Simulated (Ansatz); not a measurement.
# MgO: the cost of one run

Method: DFT PBE, scalar-relativistic, plane waves, PAW, in Ansatz 0.2.0.

8 further runs of the same task are left out: 8 set aside as unsound or not needed.

## Step 1: The starting structure

Symmetry: P6_3mc, No. 186, hexagonal system. The conventional cell has a = 3.315 Å, b = 3.315 Å, c = 5.122 Å, α = 90.00°, β = 90.00°, γ = 120.00°. Mg (site symmetry 3m) has 4 O at 1.99 to 2.01 Å in its first shell of neighbours. O (site symmetry 3m) has 4 Mg at 1.99 to 2.01 Å in its first shell of neighbours.

Coordinates:

```xyz
4
Lattice="3.3153 0.0000 0.0000 -1.6576 2.8711 0.0000 0.0000 0.0000 5.1215" Properties=species:S:1:pos:R:3 pbc="T T T"
Mg    0.0000    1.9141    0.0324
Mg    1.6576    0.9570    2.5931
O     0.0000    1.9141    2.0398
O     1.6576    0.9570    4.6006
```

It goes back to an entry of the Materials Project, which need not be the stable form.

This cell was relaxed beforehand with the same method: volume 12.19 Å³/atom, gap on the mesh 3.41 eV.

## Step 5: Setting up the map

The energy is mapped over two normal modes frozen in (zone-centre modes of the cell shown, which folds in the wave vector (0, 0, 1/2) of the primitive cell).

First coordinate, amplitude of mode 4 (133 cm⁻¹), largest displacement: 7 values from −0.418 Å. Second coordinate, amplitude of mode 10 (253 cm⁻¹), largest displacement: 7 values from −0.170 Å.

Nothing else is relaxed (the cell and all other modes fixed). Energies count from the relaxed high-symmetry cell. Points are written as (first, second).

Displacement patterns for an amplitude of 1 (Å):

```csv
atom,x1,y1,z1,x2,y2,z2
Mg1,1.000,0.000,0.000,0.000,0.000,1.000
Mg2,-1.000,0.000,0.000,0.000,0.000,-1.000
Mg3,0.590,0.000,0.000,0.000,0.000,0.393
Mg4,-0.590,0.000,0.000,0.000,0.000,-0.393
O5,0.628,0.000,0.000,0.000,0.000,0.904
O6,-0.628,0.000,0.000,0.000,0.000,-0.904
O7,-0.929,0.000,0.000,0.000,0.000,-0.430
O8,0.929,0.000,0.000,0.000,0.000,0.430
```

(The set-up runs are not shown.)

## Step 6: The run at (−0.418 Å, −0.170 Å)

input.yaml

```yaml
crystal:
  lattice:
    - [3.3152851939, 0.0, 0.0]
    - [-1.657642597, 2.8711211987, 0.0]
    - [0.0, 0.0, 10.2430960635]
  atoms:
    - { symbol: Mg, position: [0.2072506661, 0.6666666667, -0.013437129] }
    - { symbol: Mg, position: [0.4594160006, 0.6666666667, 0.51975596] }
    - { symbol: Mg, position: [0.5923116062, 0.3333333333, 0.2466290432] }
    - { symbol: Mg, position: [0.7410217271, 0.3333333333, 0.7596897878] }
    - { symbol: O, position: [0.2541581884, 0.6666666667, 0.1841303809] }
    - { symbol: O, position: [0.4125084782, 0.6666666667, 0.7141507881] }
    - { symbol: O, position: [0.7837615447, 0.3333333333, 0.4562811051] }
    - { symbol: O, position: [0.5495717886, 0.3333333333, 0.9420000639] }
basis:
  ecutwfc: 520.0
kpoints:
  mp_grid: { grid: [9, 9, 4] }
hamiltonian:
  xc: pbe
  pseudopotentials: { kind: paw, azcp: { folder: soft_1 } }
scf:
  occupations: { method: gaussian, width: 0.05 }
output:
  forces: true
  stress: true
  eigenvalues: true
```

The run is started by

```
$ ansatz run input.yaml --threads 2 --pin off --max-ram 4096MiB --backend cpu --events-out ev --progress --plain --runs-dir out
```

What time and memory should one allow on 2 threads of Arm Neoverse N1, shared host?

About 65 s, with a peak of 0.78 GiB.
